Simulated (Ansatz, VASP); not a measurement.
Two plane-wave programs on CaB2

File INCAR:

```
SYSTEM = CaB2
PREC = Accurate ; ENCUT = 520
EDIFF = 1E-7 ; ISMEAR = -1
SIGMA = 0.05 ; LREAL = .False.
LASPH = .True. ; NELM = 60
ALGO = Normal ; ISIF = 2
LWAVE = .False. ; LCHARG = .False.
GGA = PE ; NBANDS = 15
```

KPOINTS

```
Automatic mesh
0
Gamma
  9 9 7
  0 0 0
```

Contents of POSCAR:

```
CaB2
1.0
    3.2477979950      0.0000000000      0.0000000000
   -1.6238989974      2.8126755700      0.0000000000
    0.0000000000      0.0000000000      4.0943291559
Ca B
1 2
Direct
    0.0000000000      0.0000000000      0.0000000000
    0.6666666667      0.3333333333      0.5000000000
    0.3333333333      0.6666666667      0.5000000000
```

Contents of input.yaml:

```yaml
crystal:
  lattice:
    - [3.247797995, 0.0, 0.0]
    - [-1.6238989974, 2.81267557, 0.0]
    - [0.0, 0.0, 4.0943291559]
  atoms:
    - { symbol: Ca, position: [0.0, 0.0, 0.0] }
    - { symbol: B, position: [0.6666666667, 0.3333333333, 0.5] }
    - { symbol: B, position: [0.3333333333, 0.6666666667, 0.5] }
hamiltonian:
  xc: pbe
  pseudopotentials: { kind: paw }
kpoints:
  mp_grid: { grid: [9, 9, 7] }
scf:
  occupations: { method: fermi_dirac, width: 0.05 }
output:
  forces: true
  stress: true
  eigenvalues: true
  write_density: true
  write_potential: true
  elf: true
  volumetric_format: npy
```

Change from the starting cell: volume scaled by 1.02.

Alike in both runs: task single point; functional PBE; k mesh 9 × 9 × 7; occupations fermi-dirac, width 0.05 eV; no spin polarisation.

```csv
,VASP,Ansatz
version,VASP 6.6.1,Ansatz 0.2.0
potentials or method,"VASP PAW PBE potentials, release 64 (Ca_sv, B)",Ansatz PAW
plane-wave cutoff (eV),520,420
valence electrons in the cell,16,16
```

|  | VASP | Ansatz | Ansatz less VASP |
| --- | --- | --- | --- |
| gap on the k mesh at the Fermi level (eV) | none | none | - |
| pressure (GPa) | -2.4 | -2.7 | -0.27 |
| largest component of the traceless stress (GPa) | 0.71 | 0.58 | -0.132 |

A gap of «none» marks a metal or a gap that the smearing closes.
